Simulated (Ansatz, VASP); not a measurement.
CdS in VASP and in Ansatz

```
CELL_PARAMETERS angstrom
0.00000 2.93921 2.79225
2.93921 0.00000 2.79225
2.93921 2.93921 0.00000
ATOMIC_POSITIONS crystal
Cd 0.00000 0.00000 0.00000
S 0.25000 0.25000 0.25000
```

Change from the starting cell: uniaxial_z strain -5.0%.

Alike in both runs: task single point; functional PBE; k mesh 8 × 8 × 8; occupations fermi-dirac, width 0.02 eV; no spin polarisation.

|  | VASP | Ansatz |
| --- | --- | --- |
| version | VASP 6.6.1 | Ansatz 0.2.0 |
| potentials or method | VASP PAW PBE potentials, release 64 (Cd, S) | plane waves, PAW |
| plane-wave cutoff (eV) | 520 | 420 |
| valence electrons in the cell | 18 | 26 |

```tsv
	VASP	Ansatz	Ansatz less VASP
gap on the k mesh at the Fermi level (eV)	1.11	1.11	-0.007
pressure (GPa)	5.1	4.7	-0.41
largest component of the traceless stress (GPa)	0.40	0.42	+0.018
```

The two sets of potentials don't hold the same shells in valence.
